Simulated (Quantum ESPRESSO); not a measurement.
The system is Ru.

```xyz
2
Lattice="2.7058 0.0000 0.0000 -1.3529 2.3433 0.0000 0.0000 0.0000 4.2819" Properties=species:S:1:pos:R:3 pbc="T T T"
Ru    1.3529    0.7811    3.2114
Ru    0.0000    1.5622    1.0705
```

Base run:

- Program: Quantum ESPRESSO 7.5
- Functional: BLYP
- Potentials or basis: PseudoDojo 0.4.1 SR PBE standard
- Cutoff: 1143 eV
- Density cutoff: 4572 eV
- k mesh: 11 × 11 × 6
- Occupations: fermi-dirac, width 0.05 eV
- Spin: no spin polarisation

Its results: band gap on the k mesh none (metal or under the smearing width); pressure 19.8 GPa.

**Question.** The run is repeated on the same cell with these changes: functional from BLYP to LDA; potentials or basis from PseudoDojo 0.4.1 SR PBE standard to PseudoDojo 0.4.1 SR LDA standard; cutoff from 1143 eV to 1197 eV; density cutoff from 4572 eV to 4789 eV. What comes out?

**Answer.** Band gap on the k mesh none (metal or under the smearing width); pressure -11.5 GPa.

Caveats: the potentials were made for another functional, which shifts forces and pressure (some runs); so large a pressure means that the cell lies far from this level's equilibrium, or that cutoff or potentials fall short (some runs).
